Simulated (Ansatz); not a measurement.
# TiCo2: the cost of one run

Computed with Ansatz 0.2.0 (DFT PBEsol, scalar-relativistic, plane waves, PAW, unless a step's input says otherwise).

2 further runs of the same task are left out: 2 set aside as unsound or not needed.

### Step 1. Starting point

The structure is cubic, space group Fd-3m (No. 227). The conventional cell has a = 6.553 Å, b = 6.553 Å, c = 6.553 Å, α = 90.00°, β = 90.00°, γ = 90.00°. Around Ti (site symmetry -43m) lie 12 Co at 2.72 Å and 4 Ti at 2.84 Å. Around Co (site symmetry -3m) lie 6 Co at 2.32 Å.

Structure file:

```cif
data_structure
_symmetry_space_group_name_H-M 'P 1'
_symmetry_Int_Tables_number 1
_cell_length_a 4.6334
_cell_length_b 4.6334
_cell_length_c 4.6334
_cell_angle_alpha 60.000
_cell_angle_beta 60.000
_cell_angle_gamma 60.000
_cell_volume 70.34
loop_
_atom_site_label
_atom_site_type_symbol
_atom_site_fract_x
_atom_site_fract_y
_atom_site_fract_z
_atom_site_occupancy
Ti1 Ti 0.50000 0.50000 0.50000 1
Ti2 Ti 0.75000 0.75000 0.75000 1
Co1 Co 0.12500 0.12500 0.12500 1
Co2 Co 0.62500 0.12500 0.12500 1
Co3 Co 0.12500 0.12500 0.62500 1
Co4 Co 0.12500 0.62500 0.12500 1
```

It is the result of an earlier relaxation at this level (volume 11.72 Å³/atom; gap on the mesh: none (metal)).

### Step 2. Bands, states and charges

input.yaml reads:

```yaml
crystal:
  lattice:
    - [0.0, 3.2763184178, 3.2763184178]
    - [3.2763184178, 0.0, 3.2763184178]
    - [3.2763184178, 3.2763184178, 0.0]
  atoms:
    - { symbol: Ti, position: [0.5, 0.5, 0.5] }
    - { symbol: Ti, position: [0.75, 0.75, 0.75] }
    - { symbol: Co, position: [0.125, 0.125, 0.125] }
    - { symbol: Co, position: [0.625, 0.125, 0.125] }
    - { symbol: Co, position: [0.125, 0.125, 0.625] }
    - { symbol: Co, position: [0.125, 0.625, 0.125] }
basis:
  ecutwfc: 420
kpoints:
  mp_grid: { grid: [10, 10, 10] }
  band_path:
    path:
      - [[0.0, 0.0, 0.0], [0.5, 0.0, 0.5], [0.625, 0.25, 0.625]]
      - [[0.375, 0.375, 0.75], [0.0, 0.0, 0.0], [0.5, 0.5, 0.5], [0.5, 0.25, 0.75], [0.5, 0.0, 0.5]]
    npoints: 14
hamiltonian:
  xc: pbesol
scf:
  occupations: { method: gaussian, width: 0.1 }
  n_extra_bands: 15
output:
  forces: true
  stress: true
  eigenvalues: true
  populations: true
  dos: { projected: true, de: 0.02, nscf_kmesh: { grid: [15, 15, 15] } }
  bader: true
  write_density: true
  write_potential: true
  elf: true
  volumetric_format: npy
checkpoint:
  read: start.run
  write: ck
  compress: false
  write_wavefunctions: false
  write_every: 100000
```

Command:

```
$ ansatz run input.yaml --threads 1 --pin off --max-ram 2560MiB --backend cpu --events-out ev --progress --plain --runs-dir out
```

Q: Estimate wall time and peak memory on 1 thread of Intel Xeon at 2.50GHz (Skylake/Cascade Lake), shared host.

About 3.4 min, with a peak of 0.59 GiB.
